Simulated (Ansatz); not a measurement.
# SnSe: a single-point run

Wanted: a converged single-point run for SnSe, and a check of what comes out. The structure is shown as the input types it. The cell is built on a prototype (rocksalt) and needn't be the phase found in nature.

Method: density functional or hybrid calculation with the settings of its input, plane waves (as first typed), in Ansatz 0.2.0.

8 further runs of the same task are left out: 1 for a known fault of the program, 7 that didn't finish.

### Step 1. The system as given

Symmetry: Fm-3m, No. 225, cubic system. The conventional cell has a = 6.004 Å, b = 6.004 Å, c = 6.004 Å, α = 90.00°, β = 90.00°, γ = 90.00°. Sn (site symmetry m-3m) has 6 Se at 3.00 Å as nearest neighbours. Around Se (site symmetry m-3m) lie 6 Sn at 3.00 Å.

Structure file:

```cif
data_structure
_symmetry_space_group_name_H-M 'P 1'
_symmetry_Int_Tables_number 1
_cell_length_a 4.2456
_cell_length_b 4.2456
_cell_length_c 4.2456
_cell_angle_alpha 60.000
_cell_angle_beta 60.000
_cell_angle_gamma 60.000
_cell_volume 54.11
loop_
_atom_site_label
_atom_site_type_symbol
_atom_site_fract_x
_atom_site_fract_y
_atom_site_fract_z
_atom_site_occupancy
Sn1 Sn 0.00000 0.00000 0.00000 1
Se1 Se 0.50000 0.50000 0.50000 1
```

### Step 2. The calculation

input.yaml reads:

```yaml
crystal:
  lattice:
    - [0.0, 3.0021131514, 3.0021131514]
    - [3.0021131514, 0.0, 3.0021131514]
    - [3.0021131514, 3.0021131514, 0.0]
  atoms:
    - { symbol: Sn, position: [0.0, 0.0, 0.0] }
    - { symbol: Se, position: [0.5, 0.5, 0.5] }
kpoints:
  mp_grid: { grid: [6, 6, 6] }
hamiltonian:
  xc: pbesol
scf:
  occupations: { method: fixed }
  n_extra_bands: 4
  mixing: { beta: 0.005 }
  max_iter: 51
output:
  forces: true
  stress: true
  eigenvalues: true
```

Command:

```sh
$ ansatz run input.yaml --threads 4 --pin off --max-ram 3686MiB --backend cpu --events-out ev --progress --plain --runs-dir out
```

Q: Will this input give a usable result? If not, why, and what should change?

This run ends as converged. Convergence says nothing about whether the input makes sense.

Look at the input: scf.mixing.beta is 0.005. What could go wrong: mixing too weak. Here it converged all the same; such a setting changes the road, not the converged state.

Run again and compare: delete scf.mixing.beta (the default then holds).
